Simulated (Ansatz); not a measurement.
Method: DFT PBE, scalar-relativistic, plane waves, PAW in Ansatz. Settings: cutoff 420 eV, Γ-centred meshes spaced at most about 0.3 Å⁻¹, and about 0.25 Å⁻¹ or finer for metals (2π included), Gaussian smearing. No spin polarisation.

Temperature and zero-point effects are left out.

Question: Order these relaxed structures of Zn₆O by energy, lowest first, with the energy over the lowest of them.
A.

```cif
data_structure
_symmetry_space_group_name_H-M 'R-3m:H'
_symmetry_Int_Tables_number 166
_cell_length_a 5.2445
_cell_length_b 5.2445
_cell_length_c 12.6719
_cell_angle_alpha 90.000
_cell_angle_beta 90.000
_cell_angle_gamma 120.000
_cell_volume 301.85
loop_
_atom_site_label
_atom_site_type_symbol
_atom_site_symmetry_multiplicity
_atom_site_Wyckoff_symbol
_atom_site_fract_x
_atom_site_fract_y
_atom_site_fract_z
_atom_site_occupancy
Zn1 Zn 6 c 0.33333 0.66667 0.51124 1
Zn2 Zn 9 e 0.16667 0.33333 0.33333 1
Zn3 Zn 3 b 0.33333 0.66667 0.16667 1
O1 O 3 a 0.00000 0.00000 0.00000 1
```

B.

```cif
data_structure
_symmetry_space_group_name_H-M 'P-31c'
_symmetry_Int_Tables_number 163
_cell_length_a 5.0774
_cell_length_b 5.0774
_cell_length_c 9.0297
_cell_angle_alpha 90.000
_cell_angle_beta 90.000
_cell_angle_gamma 120.000
_cell_volume 201.60
loop_
_atom_site_label
_atom_site_type_symbol
_atom_site_symmetry_multiplicity
_atom_site_Wyckoff_symbol
_atom_site_fract_x
_atom_site_fract_y
_atom_site_fract_z
_atom_site_occupancy
Zn1 Zn 12 i 0.97124 0.66227 0.38146 1
O1 O 2 c 0.33333 0.66667 0.25000 1
```

Answer: B (0 meV/atom), A (33 meV/atom). Forms: B P-31c; A R-3m. Counting Zn atoms around O (those within 1.25 times the shortest such distance or 1.15 times the sum of covalent radii, 1.27 where that leaves under three): B has O 6; A has O 2. Both come from invented guesses. The lowest form computed isn't among them: it has space group P3m1 (No. 156), 14.7 Å³/atom and lies 100 meV/atom below the best shown.

Cells relaxed within their symmetry can be saddle points. Some candidate types were left out of the draw beforehand, so a known form may be missing.
